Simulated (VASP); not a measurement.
# BeTe (F-43m) in VASP: further runs, part 2 of 2

VASP 6.6.1. The steps go on from the part before.

### 6 Relaxation of cell and atoms, PBEsol

This run uses another cell than the first one, of 22.10 Å³/atom, 1.040 times its volume.

INCAR reads:

```
SYSTEM = BeTe
ALGO = Normal
EDIFF = 1E-7
EDIFFG = -0.005
ENCUT = 600
GGA = PS
IBRION = 2
ISIF = 3
ISMEAR = 0
KPAR = 4
LASPH = .TRUE.
LCHARG = .FALSE.
LREAL = .FALSE.
LWAVE = .FALSE.
NELM = 80
NSW = 90
PREC = Accurate
SIGMA = 0.03
```

KPOINTS reads:

```
k-points
0
G
  8 8 8
  0 0 0
```

POSCAR reads:

```
BeTe                                    
1.0
   -0.0000000000      2.8061350131      2.8061350131
    2.8061350131      0.0000000000      2.8061350131
    2.8061350131      2.8061350131      0.0000000000
  Be              Te            
     1     1
Direct
     0.0000000000000000    0.0000000000000000    0.0000000000000000
     0.2500000000000000    0.2500000000000000    0.2500000000000000
```

Potentials or basis: VASP PAW PBE potentials, release 64 (Be, Te).

On the command line:

```bash
$ cat potpaw_PBE.64/Be/POTCAR potpaw_PBE.64/Te/POTCAR > POTCAR
$ mpirun -np 4 vasp_std > vasp.out
```

OUTCAR:

```text
SYSTEM = BeTe
   EDIFF = 1E-7
   EDIFFG = -0.005
   ENCUT = 600
   GGA = PS
   IBRION = 2
   ISIF = 3
   ISMEAR = 0
   LASPH = .TRUE.
   LREAL = .FALSE.
   NELM = 80
   NSW = 90
   PREC = Accurate

 ion  position               nearest neighbor table
   1  0.000  0.000  0.000-   2 2.43   2 2.43   2 2.43   2 2.43
   2  0.250  0.250  0.250-   1 2.43   1 2.43   1 2.43   1 2.43

  LATTYP: Found a face centered cubic cell.
 ALAT       =     5.6122700262

  Lattice vectors:

 A1 = (   0.0000000000,   2.8061350131,   2.8061350131)
 A2 = (   2.8061350131,   0.0000000000,   2.8061350131)
 A3 = (   2.8061350131,   2.8061350131,   0.0000000000)

Analysis of symmetry for initial positions (statically):
=====================================================================
 Subroutine PRICEL returns:
 Original cell was already a primitive cell.

 Routine SETGRP: Setting up the symmetry group for a
 face centered cubic supercell.

 Subroutine GETGRP returns: Found 24 space group operations
 (whereof 24 operations were pure point group operations)
 out of a pool of 48 trial point group operations.

[... 170 lines left out ...]

 k-point     1 :       0.0000    0.0000    0.0000
  band No.  band energies     occupation
      1      -7.2808      2.00000
      2       5.1216      2.00000
      3       5.1216      2.00000
      4       5.1216      2.00000
      5       8.7120      0.00000
      6       8.7120      0.00000
      7       8.7120      0.00000
      8       8.9297      0.00000
[... 243 lines left out ...]
 k-point    24 :      -0.3750    0.2500    0.1250
  band No.  band energies     occupation
      1      -5.6596      2.00000
      2      -0.0874      2.00000
      3       2.1697      2.00000
      4       3.1729      2.00000
      5       9.2598      0.00000
      6       9.4712      0.00000
      7      11.8103      0.00000
      8      12.8708      0.00000

 [... further k-points ...]

------------------------ aborting loop because EDIFF is reached ----------------------------------------

  FORCE on cell =-STRESS in cart. coord.  units (eV):
  Direction    XX          YY          ZZ          XY          YZ          ZX
  --------------------------------------------------------------------------------------
  -------------------------------------------------------------------------------------
  Total        0.0012281      0.0012281      0.0012281     -0.0000000      0.0000000      0.0000000
  in kB        0.0445235      0.0445235      0.0445235     -0.0000000      0.0000000      0.0000000
  external PRESSURE =       0.0445235 kB  Pullay stress =       0.0000000 kB

 VOLUME and BASIS-vectors are now :
 -----------------------------------------------------------------------------
  energy-cutoff  :      600.00
  volume of cell :       44.19
      direct lattice vectors                 reciprocal lattice vectors
     0.000000000  2.806135013  2.806135013    -0.178181020  0.178181020  0.178181020
     2.806135013  0.000000000  2.806135013     0.178181020 -0.178181020  0.178181020
     2.806135013  2.806135013  0.000000000     0.178181020  0.178181020 -0.178181020

 POSITION                                       TOTAL-FORCE (eV/Angst)
 -----------------------------------------------------------------------------------
      0.00000      0.00000      0.00000        -0.000000     -0.000000     -0.000000
      1.40307      1.40307      1.40307         0.000000      0.000000      0.000000
 -----------------------------------------------------------------------------------
    total drift:                                0.000000      0.000000      0.000000

  FREE ENERGIE OF THE ION-ELECTRON SYSTEM (eV)
  ---------------------------------------------------
  free  energy   TOTEN  =        -8.2159911962 eV

  energy  without entropy=       -8.2159911962  energy(sigma->0) =       -8.21599120

 reached required accuracy - stopping structural energy minimisation
```

OSZICAR:

```text
N       E                     dE             d eps       ncg     rms          rms(c)
DAV:   1     0.212572705909E+02    0.21257E+02   -0.37613E+03   464   0.905E+02
DAV:   2    -0.762396337922E+01   -0.28881E+02   -0.27536E+02   680   0.106E+02
DAV:   3    -0.835450434933E+01   -0.73054E+00   -0.73054E+00   592   0.218E+01
DAV:   4    -0.835859053792E+01   -0.40862E-02   -0.40862E-02   672   0.196E+00
DAV:   5    -0.835860566224E+01   -0.15124E-04   -0.15124E-04   632   0.907E-02    0.402E+00
DAV:   6    -0.825343630861E+01    0.10517E+00   -0.11870E-01   528   0.170E+00    0.241E+00
DAV:   7    -0.821592297387E+01    0.37513E-01   -0.11620E-01   624   0.177E+00    0.412E-01
DAV:   8    -0.821587714502E+01    0.45829E-04   -0.44075E-03   504   0.451E-01    0.885E-02
DAV:   9    -0.821598156328E+01   -0.10442E-03   -0.16587E-04   632   0.108E-01    0.175E-02
DAV:  10    -0.821598890039E+01   -0.73371E-05   -0.20918E-05   536   0.257E-02    0.131E-02
DAV:  11    -0.821599051485E+01   -0.16145E-05   -0.10052E-06   648   0.786E-03    0.543E-03
DAV:  12    -0.821599117779E+01   -0.66295E-06   -0.11746E-06   488   0.834E-03    0.150E-03
DAV:  13    -0.821599119616E+01   -0.18369E-07   -0.41493E-09   424   0.568E-04
   1 F= -.82159912E+01 E0= -.82159912E+01  d E =-.821599E+01
```

CONTCAR:

```text
BeTe
   1.00000000000000
     0.0000000000000000    2.8061350131000000    2.8061350131000000
     2.8061350131000000    0.0000000000000000    2.8061350131000000
     2.8061350131000000    2.8061350131000000    0.0000000000000000
  Be              Te
     1     1
Direct
     0.0000000000000000    0.0000000000000000    0.0000000000000000
     0.2500000000000000    0.2500000000000000    0.2500000000000000

  0.00000000E+00  0.00000000E+00  0.00000000E+00
  0.00000000E+00  0.00000000E+00  0.00000000E+00
```

It took 5 s on 4 MPI ranks of Intel Xeon Platinum 8488C (Sapphire Rapids), shared host; peak memory 0.17 GiB.

Results:

```yaml
Free_energy: -8.2160 eV
Pressure_after_relaxing: 0.0 GPa
Band_gap_on_the_k_mesh: 1.83 eV, indirect (least direct gap 3.59 eV)
```

Final structure:
```xyz
2
Lattice="0.0000 2.8061 2.8061 2.8061 0.0000 2.8061 2.8061 2.8061 0.0000" Properties=species:S:1:pos:R:3 pbc="T T T"
Be    0.0000    0.0000    0.0000
Te    1.4031    1.4031    1.4031
```

Caveat: the relaxation stopped at its first step, so nothing moved; the PAW data sets were made with another functional, which shifts forces and pressure a little; spin-orbit coupling is left out, which moves the levels of the heavy elements. As with any semilocal functional, this PBEsol gap is likely too small.

### 7 Overview

```tsv
task	level	cell	k mesh	cutoff (eV)	mesh quality	gap on the mesh (eV)	pressure (GPa)
relaxation of the atoms	PBE	atoms relaxed from: a relaxed cell with its volume scaled by 1.02	4 × 4 × 4	300	coarse	2.07	-1.1
relaxation of the atoms	PBE	atoms relaxed from: a relaxed cell with its volume scaled by 1.04	4 × 4 × 4	300	coarse	2.12	-2.0
relaxation of the atoms	PBE	atoms relaxed from: a relaxed cell with its volume scaled by 1.06	4 × 4 × 4	300	coarse	2.16	-2.9
relaxation of cell and atoms	PBEsol	relaxed	8 × 8 × 8	600	not flagged	1.83	0.0
```

Alike in all rows: potentials or basis VASP PAW PBE potentials, release 64 (Be, Te); no spin polarisation; smearing gaussian 0.03 eV.

Caveats: some runs use coarse meshes; the relaxation stopped at its first step, so nothing moved; spin-orbit coupling is left out, which moves the levels of the heavy elements; the cutoff is under 1.25 times the usual one of these potentials, so pressure, stress and relaxed cells hold a basis-set (Pulay) error (some runs); the PAW data sets were made with another functional, which shifts forces and pressure a little (some runs).

Absolute energies hang on the potentials; compare differences alone.
